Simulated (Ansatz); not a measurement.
Method: DFT PBE, scalar-relativistic, plane waves, PAW in Ansatz 0.2.0. All cells share a 420 eV cutoff and Γ-centred k meshes spaced at most about 0.3 Å⁻¹ (2π included). No spin polarisation.

Temperature and zero-point effects are left out.

Two forms of Al5InAs6 were relaxed alike.

A.

```xyz
12
Lattice="4.0915 0.0000 0.0000 -2.0457 3.5433 0.0000 0.0000 0.0000 20.2185" Properties=species:S:1:pos:R:3 pbc="T T T"
Al    2.0457    1.1811    3.3728
Al    2.0457    1.1811    9.9751
Al    2.0457    1.1811   16.9811
Al    0.0000    2.3622    0.0688
Al    0.0000    2.3622    6.6773
In    0.0000    2.3622   13.5109
As    2.0457    1.1811    5.8632
As    2.0457    1.1811   12.4484
As    2.0457    1.1811   19.4734
As    0.0000    2.3622    2.5592
As    0.0000    2.3622    9.1679
As    0.0000    2.3622   16.1785
```

B.

```xyz
12
Lattice="3.5430 2.0456 6.7260 -3.5430 2.0456 6.7260 0.0000 -4.0911 6.7260" Properties=species:S:1:pos:R:3 pbc="T T T"
Al   -1.2104   -2.0469   10.0880
Al   -1.1675    2.0717   10.0880
Al    2.3779   -0.0248   10.0880
Al    0.0000    0.0000    0.0303
Al    0.0000    0.0000   13.4037
In    0.0000    0.0000    6.7269
As   -1.2633   -2.1503    7.6029
As   -1.2306    2.1692    7.6029
As    2.4939   -0.0189    7.6029
As    0.0000    0.0000   17.7060
As    0.0000    0.0000    4.0840
As    0.0000    0.0000   10.8908
```

Task: Which form is favoured at zero pressure, and by what margin per atom?

Result: B is lower, by 10 meV/atom. A has Al and In ordered on wurtzite sites, space group P3m1 (No. 156), 24.4 Å³/atom and a gap of 0.93 eV on its mesh; B has Al and In ordered on wurtzite sites, space group R3 (No. 146), 24.4 Å³/atom and a gap of 1.34 eV. In A, Al on its first site is surrounded by 4 As at 2.49–2.50 Å; In is surrounded by 4 As at 2.59–2.67 Å; around As on its first site lie 4 Al at 2.49–2.50 Å; 9 more sites not described. In B, Al on a site of symmetry 1 has 4 As at 2.48–2.51 Å; In is surrounded by 4 As at 2.64 Å; As on a site of symmetry 1 is surrounded by 3 Al at 2.46–2.49 Å and 1 In at 2.64 Å; 5 more sites not described. Both come from invented guesses.

Kohn–Sham gaps at this level usually fall short of measured ones. Cells relaxed within their symmetry can be saddle points.
